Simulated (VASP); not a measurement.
# ZnS (Wurtzite-2H) (P6_3mc) in VASP: notebook

The runs below take ZnS (Wurtzite-2H) through single point, with PBE.

Program: VASP 6.6.1. These are calculated values, not measurements. Logs are shortened: lines on timing, memory, paths and dates and some standing lists are left out, and cuts for length are marked.

### Step 1. Starting point

The structure is hexagonal, space group P6_3mc (No. 186). Conventional cell: a = 3.811 Å, b = 3.811 Å, c = 6.234 Å, α = 90.00°, β = 90.00°, γ = 120.00°. Zn (site symmetry 3m) is surrounded by 4 S at 2.31 to 2.40 Å. S (site symmetry 3m) has 4 Zn at 2.31 to 2.40 Å as nearest neighbours.

### Step 2. Single point, PBE, spin-orbit coupling, no magnetisation

Contents of INCAR:

```
ALGO     = Normal         # electronic algorithm
EDIFF    = 1E-7           # SCF threshold, eV
ENCUT    = 350            # plane-wave cutoff, eV
GGA      = PE             # functional
GGA_COMPAT= F            
ISIF     = 2              # what is computed and relaxed
ISMEAR   = 0              # smearing method
LASPH    = T              # aspherical terms in the spheres
LCHARG   = F              # write CHGCAR
LORBIT   = 11             # projections on sites
LREAL    = F              # projectors in reciprocal space
LSORBIT  = T              # spin-orbit coupling
LWAVE    = F              # write WAVECAR
MAGMOM   = 0 0 0 0 0 0 0 0 0 0 0 0 # initial moments
NBANDS   = 52             # bands
NELM     = 100            # most SCF steps
PREC     = Accurate       # precision mode
SIGMA    = 0.02           # smearing width, eV
```

Contents of KPOINTS:

```
k-points
0
Gamma
  3 3 2
```

Contents of POSCAR:

```
ZnS
1.0
    3.8110000000      0.0000000000      0.0000000000
   -1.9055000000      3.3004228138      0.0000000000
    0.0000000000      0.0000000000      6.2340000000
Zn S
2 2
Direct
    0.6666666667      0.3333333333      0.5000000000
    0.3333333333      0.6666666667      0.0000000000
    0.6666666667      0.3333333333      0.8850000000
    0.3333333333      0.6666666667      0.3850000000
```

Potentials or basis: VASP PAW PBE potentials, release 64 (Zn, S).

Command:

```console
cat potpaw_PBE.64/Zn/POTCAR potpaw_PBE.64/S/POTCAR > POTCAR
mpirun -np 1 vasp_ncl > vasp.out
```

OUTCAR:

```text
EDIFF = 1E-7
   ENCUT = 350
   GGA = PE
   ISIF = 2
   ISMEAR = 0
   LASPH = T
   LORBIT = 11
   LREAL = F
   LSORBIT = T
   NELM = 100
   PREC = Accurate

 Found      6 irreducible k-points:

 Following reciprocal coordinates:
            Coordinates               Weight
  0.000000  0.000000  0.000000      1.000000
  0.333333  0.000000  0.000000      6.000000
  0.333333  0.333333  0.000000      2.000000
  0.000000  0.000000  0.500000      1.000000
  0.333333  0.000000  0.500000      6.000000
  0.333333  0.333333  0.500000      2.000000
   k-points           NKPTS =      6   k-points in BZ     NKDIM =      6   number of bands    NBANDS=     52
   number of dos      NEDOS =    301   number of ions     NIONS =      4
   total plane-waves  NPLWV =  23040
   dimension x,y,z NGX =    24 NGY =   24 NGZ =   40
   dimension x,y,z NGXF=    48 NGYF=   48 NGZF=   80
   ions per type =               2   2
   NGX,Y,Z   is equivalent  to a cutoff of  10.47, 10.47, 10.67 a.u.
   NGXF,Y,Z  is equivalent  to a cutoff of  20.94, 20.94, 21.33 a.u.
 SYSTEM =  unknown system
   PREC   = accura    normal or accurate (medium, high low for compatibility)
   ISTART =      0    job   : 0-new  1-cont  2-samecut
   ICHARG =      2    charge: 1-file 2-atom 10-const
   ISPIN  =      1    spin polarized calculation?
   LNONCOLLINEAR =      T non collinear calculations
   LSORBIT =      T    spin-orbit coupling
   LASPH  =      T    aspherical Exc in radial PAW
   ENCUT  =  350.0 eV  25.72 Ry    5.07 a.u.   5.81  5.81  9.51*2*pi/ulx,y,z
   NELM   =    100;   NELMIN=  2; NELMDL= -5     # of ELM steps
   EDIFF  = 0.1E-06   stopping-criterion for ELM
   LREAL  =      F    real-space projection
   EDIFFG = 0.1E-05   stopping-criterion for IOM
   NSW    =      0    number of steps for IOM
   IBRION =     -1    ionic relax: 0-MD 1-quasi-New 2-CG
   NFREE  =      0    steps in history (QN), initial steepest desc. (CG)
   ISIF   =      2    stress and relaxation
   ISYM   =      2    0-nonsym 1-usesym 2-fastsym
   POTIM  = 0.5000    time-step for ionic-motion
   TEBEG  =    0.0;   TEEND  =   0.0 temperature during run
   PSTRESS=    0.0 pullay stress
   NELECT =      36.0000    total number of electrons
   NUPDOWN=      -1.0000    fix difference up-down
   EMIN   =  10.00;   EMAX   =-10.00  energy-range for DOS
   EFERMI =   0.00;   METHOD = LEGACY
   ISMEAR =     0;   SIGMA  =   0.02  broadening in eV -4-tet -1-fermi 0-gaus
   EFERMI_NEDOS =   21; number of points for ismear=-14 and -15
   IALGO  =     38    algorithm
   IMIX   =      4    mixing-type and parameters
     AMIX     =   0.40;   BMIX     =  1.00
     AMIX_MAG =   1.60;   BMIX_MAG =  1.00
  volume/ion in A,a.u.               =      19.60       132.29
  Fermi-wavevector in a.u.,A,eV,Ry     =   1.262943  2.386617 21.701647  1.595026
  Thomas-Fermi vector in A             =   2.396326
   LORBIT       =     11    0 simple, 1 ext, 2 COOP (PROOUT), +10 PAW based schemes
   GGA     = PE    functional components
   LHFCALC =     F    Hartree Fock is set to
   AEXX    =    0.0000 exact exchange contribution
   IVDW    =     0    specifies the selected vdW correction
   LEPSILON=     F    determine dielectric tensor
   LRPA    =     F    only Hartree local field effects (RPA)
 Gauss-broadening in eV      SIGMA  =   0.02
  energy-cutoff  :      350.00
  volume of cell :       78.41
 maximum number of plane-waves:      2368
 NGX is ok and might be reduce to    24
   NGX = 11   NGY = 11   NGZ = 19

 number of electron      35.9999987 magnetization       0.0000000      0.0000000      0.0000000

 number of electron      35.9999988 magnetization       0.0000000     -0.0000000     -0.0000000

 number of electron      35.9999988 magnetization       0.0000000      0.0000000     -0.0000000

 Free energy of the ion-electron system (eV)
  ---------------------------------------------------
  ext. energy  EPLUGINS =         0.00000000
  ---------------------------------------------------
  free energy    TOTEN  =       -13.43020810 eV

  energy without entropy =      -13.43020810  energy(sigma->0) =      -13.43020810

 E-fermi :   2.3699     XC(G=0):  -9.6323

 val. band max:        2.2287232670   @ k =   0.0000   0.0000   0.0000
 cond. band min:       4.4443866759   @ k =   0.0000   0.0000   0.0000
 fundamental gap:      2.2156634089
 Fermi energy:         2.3699463519

 k-point     1 :       0.0000    0.0000    0.0000
  band No.  band energies     occupation
      1     -10.9846      1.00000
      2     -10.9846      1.00000
      3     -10.0560      1.00000
      4     -10.0560      1.00000
      5      -4.3070      1.00000
      6      -4.3070      1.00000
[... 40 lines left out ...]
     47       9.7628      0.00000
     48       9.7628      0.00000

 k-point     2 :       0.3333    0.0000    0.0000
  band No.  band energies     occupation
      1     -10.3518      1.00000
      2     -10.3513      1.00000
      3      -9.7632      1.00000
      4      -9.7610      1.00000
      5      -4.2706      1.00000
      6      -4.2562      1.00000
[... 40 lines left out ...]
     47      10.6724      0.00000
     48      10.7110      0.00000

 k-point     3 :       0.3333    0.3333    0.0000
  band No.  band energies     occupation
      1      -9.7994      1.00000
      2      -9.7968      1.00000
      3      -9.7959      1.00000
      4      -9.7959      1.00000
      5      -4.2102      1.00000
      6      -4.2102      1.00000
[... 40 lines left out ...]
     47      10.1414      0.00000
     48      10.1414      0.00000

 k-point     4 :       0.0000    0.0000    0.5000
  band No.  band energies     occupation
      1     -10.5596      1.00000
      2     -10.5596      1.00000
      3     -10.5596      1.00000
      4     -10.5596      1.00000
      5      -4.2857      1.00000
      6      -4.2857      1.00000
[... 40 lines left out ...]
     47       8.9525      0.00000
     48       8.9525      0.00000

 k-point     5 :       0.3333    0.0000    0.5000
  band No.  band energies     occupation
      1     -10.0633      1.00000
      2     -10.0633      1.00000
      3     -10.0625      1.00000
      4     -10.0625      1.00000
      5      -4.2494      1.00000
      6      -4.2494      1.00000
[... 40 lines left out ...]
     47      10.6869      0.00000
     48      10.6869      0.00000

 k-point     6 :       0.3333    0.3333    0.5000
  band No.  band energies     occupation
      1      -9.7817      1.00000
      2      -9.7817      1.00000
      3      -9.7796      1.00000
      4      -9.7796      1.00000
      5      -4.1648      1.00000
      6      -4.1648      1.00000
[... 40 lines left out ...]
     47       9.5359      0.00000
     48       9.5359      0.00000
 [bands above 48 left out]

------------------------ aborting loop because EDIFF is reached ----------------------------------------

  FORCE on cell =-STRESS in cart. coord.  units (eV):
  Direction    XX          YY          ZZ          XY          YZ          ZX
  --------------------------------------------------------------------------------------
  -------------------------------------------------------------------------------------
  Total        2.0252706      2.0252706      0.2463643      0.0000000      0.0000000     -0.0000000
  in kB       41.3826508     41.3826508      5.0339978      0.0000000      0.0000000     -0.0000000
  external PRESSURE =      29.2664332 kB  Pullay stress =       0.0000000 kB

 VOLUME and BASIS-vectors are now :
 -----------------------------------------------------------------------------
  energy-cutoff  :      350.00
  volume of cell :       78.41
      direct lattice vectors                 reciprocal lattice vectors
     3.811000000  0.000000000  0.000000000     0.262398321  0.151495741  0.000000000
    -1.905500000  3.300422814  0.000000000     0.000000000  0.302991482  0.000000000
     0.000000000  0.000000000  6.234000000     0.000000000  0.000000000  0.160410651

 POSITION                                       TOTAL-FORCE (eV/Angst)
 -----------------------------------------------------------------------------------
      1.90550      1.10014      3.11700         0.000000      0.000000      0.372928
     -0.00000      2.20028      0.00000        -0.000000      0.000000      0.372928
      1.90550      1.10014      5.51709        -0.000000      0.000000     -0.372928
     -0.00000      2.20028      2.40009         0.000000     -0.000000     -0.372928
 -----------------------------------------------------------------------------------
    total drift:                               -0.000000     -0.000000     -0.000942

  FREE ENERGIE OF THE ION-ELECTRON SYSTEM (eV)
  ---------------------------------------------------
  free  energy   TOTEN  =       -13.4302081042 eV

  energy  without entropy=      -13.4302081042  energy(sigma->0) =      -13.43020810

 Spin-Orbit-Coupling matrix elements

 Ion:    1  E_soc:     -0.0083929
 l=   1
     0.0000000    -0.0004063    -0.0004385
    -0.0004063     0.0000000    -0.0004063
    -0.0004385    -0.0004063     0.0000000
 l=   2
     0.0000000    -0.0001956     0.0000000    -0.0001956    -0.0008002
    -0.0001956     0.0000000    -0.0005851    -0.0001924    -0.0001956
     0.0000000    -0.0005851     0.0000000    -0.0005851     0.0000000
    -0.0001956    -0.0001924    -0.0005851     0.0000000    -0.0001956
    -0.0008002    -0.0001956     0.0000000    -0.0001956     0.0000000
 l=   3
     0.0000000     0.0000000     0.0000000     0.0000000     0.0000000     0.0000000     0.0000000
     0.0000000     0.0000000     0.0000000     0.0000000     0.0000000     0.0000000     0.0000000
     0.0000000     0.0000000     0.0000000     0.0000000     0.0000000     0.0000000     0.0000000
     0.0000000     0.0000000     0.0000000     0.0000000     0.0000000     0.0000000     0.0000000
     0.0000000     0.0000000     0.0000000     0.0000000     0.0000000     0.0000000     0.0000000
     0.0000000     0.0000000     0.0000000     0.0000000     0.0000000     0.0000000     0.0000000
     0.0000000     0.0000000     0.0000000     0.0000000     0.0000000     0.0000000     0.0000000

 Ion:    2  E_soc:     -0.0083929
 l=   1
     0.0000000    -0.0004063    -0.0004385
    -0.0004063     0.0000000    -0.0004063
    -0.0004385    -0.0004063     0.0000000
 l=   2
     0.0000000    -0.0001956     0.0000000    -0.0001956    -0.0008002
    -0.0001956     0.0000000    -0.0005851    -0.0001924    -0.0001956
     0.0000000    -0.0005851     0.0000000    -0.0005851     0.0000000
    -0.0001956    -0.0001924    -0.0005851     0.0000000    -0.0001956
    -0.0008002    -0.0001956     0.0000000    -0.0001956     0.0000000
 l=   3
     0.0000000     0.0000000     0.0000000     0.0000000     0.0000000     0.0000000     0.0000000
     0.0000000     0.0000000     0.0000000     0.0000000     0.0000000     0.0000000     0.0000000
     0.0000000     0.0000000     0.0000000     0.0000000     0.0000000     0.0000000     0.0000000
     0.0000000     0.0000000     0.0000000     0.0000000     0.0000000     0.0000000     0.0000000
     0.0000000     0.0000000     0.0000000     0.0000000     0.0000000     0.0000000     0.0000000
     0.0000000     0.0000000     0.0000000     0.0000000     0.0000000     0.0000000     0.0000000
     0.0000000     0.0000000     0.0000000     0.0000000     0.0000000     0.0000000     0.0000000

 Ion:    3  E_soc:     -0.0017418
 l=   1
     0.0000000    -0.0002927    -0.0002854
    -0.0002927     0.0000000    -0.0002927
    -0.0002854    -0.0002927     0.0000000
 l=   2
     0.0000000     0.0000000     0.0000000     0.0000000     0.0000000
     0.0000000     0.0000000     0.0000000     0.0000000     0.0000000
     0.0000000     0.0000000     0.0000000     0.0000000     0.0000000
     0.0000000     0.0000000     0.0000000     0.0000000     0.0000000
     0.0000000     0.0000000     0.0000000     0.0000000     0.0000000
 l=   3
     0.0000000     0.0000000     0.0000000     0.0000000     0.0000000     0.0000000     0.0000000
     0.0000000     0.0000000     0.0000000     0.0000000     0.0000000     0.0000000     0.0000000
     0.0000000     0.0000000     0.0000000     0.0000000     0.0000000     0.0000000     0.0000000
     0.0000000     0.0000000     0.0000000     0.0000000     0.0000000     0.0000000     0.0000000
     0.0000000     0.0000000     0.0000000     0.0000000     0.0000000     0.0000000     0.0000000
     0.0000000     0.0000000     0.0000000     0.0000000     0.0000000     0.0000000     0.0000000
     0.0000000     0.0000000     0.0000000     0.0000000     0.0000000     0.0000000     0.0000000

 Ion:    4  E_soc:     -0.0017418
 l=   1
     0.0000000    -0.0002927    -0.0002854
    -0.0002927     0.0000000    -0.0002927
    -0.0002854    -0.0002927     0.0000000
 l=   2
     0.0000000     0.0000000     0.0000000     0.0000000     0.0000000
     0.0000000     0.0000000     0.0000000     0.0000000     0.0000000
     0.0000000     0.0000000     0.0000000     0.0000000     0.0000000
     0.0000000     0.0000000     0.0000000     0.0000000     0.0000000
     0.0000000     0.0000000     0.0000000     0.0000000     0.0000000
 l=   3
     0.0000000     0.0000000     0.0000000     0.0000000     0.0000000     0.0000000     0.0000000
     0.0000000     0.0000000     0.0000000     0.0000000     0.0000000     0.0000000     0.0000000
     0.0000000     0.0000000     0.0000000     0.0000000     0.0000000     0.0000000     0.0000000
     0.0000000     0.0000000     0.0000000     0.0000000     0.0000000     0.0000000     0.0000000
     0.0000000     0.0000000     0.0000000     0.0000000     0.0000000     0.0000000     0.0000000
     0.0000000     0.0000000     0.0000000     0.0000000     0.0000000     0.0000000     0.0000000
     0.0000000     0.0000000     0.0000000     0.0000000     0.0000000     0.0000000     0.0000000

 total charge

# of ion       s       p       d       tot
------------------------------------------
    1        0.512   0.485   9.799  10.796
    2        0.512   0.485   9.799  10.796
    3        1.307   2.461   0.000   3.767
    4        1.307   2.461   0.000   3.767
--------------------------------------------------
tot          3.638   5.891  19.598  29.127

 magnetization (x)

# of ion       s       p       d       tot
------------------------------------------
    1        0.000   0.000  -0.000  -0.000
    2        0.000   0.000  -0.000  -0.000
    3       -0.000  -0.000   0.000  -0.000
    4        0.000   0.000   0.000   0.000
--------------------------------------------------
tot         -0.000   0.000  -0.000  -0.000

 magnetization (y)

# of ion       s       p       d       tot
------------------------------------------
    1        0.000   0.000   0.000   0.000
    2        0.000   0.000   0.000   0.000
    3        0.000   0.000   0.000   0.000
    4        0.000   0.000   0.000   0.000
--------------------------------------------------
tot          0.000   0.000   0.000   0.000

 magnetization (z)

# of ion       s       p       d       tot
------------------------------------------
    1        0.000   0.000  -0.000   0.000
    2        0.000  -0.000  -0.000  -0.000
    3        0.000   0.000   0.000   0.000
    4        0.000   0.000   0.000   0.000
--------------------------------------------------
tot          0.000   0.000  -0.000   0.000
```

Wall time 31 s (1 thread of Intel Xeon Platinum 8259CL at 2.50GHz (Skylake/Cascade Lake), shared host); peak memory 0.25 GiB.

The run converged, but some of its settings lie outside the range that counts as converged, so its numbers aren't taken as properties of the crystal.

Results:

- Free energy: -13.4302 eV
- Pressure: 2.9 GPa
- Largest force: 0.373 eV/Å
- Valence electrons inside the program's atomic spheres: Zn 10.80; S 3.77

Caveat: the k mesh is coarse (spacing up to 0.63 Å⁻¹), so the values aren't converged.

### Step 3. Single point, PBE, spin-orbit coupling, no magnetisation

Edit INCAR of step 2 so:

```diff
@@ -2,3 +2,3 @@
 EDIFF    = 1E-7           # SCF threshold, eV
-ENCUT    = 350            # plane-wave cutoff, eV
+ENCUT    = 300            # plane-wave cutoff, eV
 GGA      = PE             # functional
```

Contents of KPOINTS:

```
k-points
0
Gamma
  4 4 2
```

POSCAR is that of step 2.

Potentials or basis: VASP PAW PBE potentials, release 64 (Zn, S).

Command:

```console
cat potpaw_PBE.64/Zn/POTCAR potpaw_PBE.64/S/POTCAR > POTCAR
mpirun -np 1 vasp_ncl > vasp.out
```

It took 35 s on 1 thread of Intel Xeon Platinum 8259CL at 2.50GHz (Skylake/Cascade Lake), shared host; peak memory 0.24 GiB.

The run converged, but some of its settings lie outside the range that counts as converged, so its numbers aren't taken as properties of the crystal.

What came out:

| Property | Result |
| --- | --- |
| Free energy | -13.6081 eV |
| Largest force | 0.336 eV/Å |
| Valence electrons inside the program's atomic spheres | Zn 10.80; S 3.77 |

Caveat: the k mesh is coarse (spacing up to 0.50 Å⁻¹), so the values aren't converged; the cutoff is under 1.25 times the usual one of these potentials, so pressure, stress and relaxed cells hold a basis-set (Pulay) error.

(Continued in part 2 of 2.)
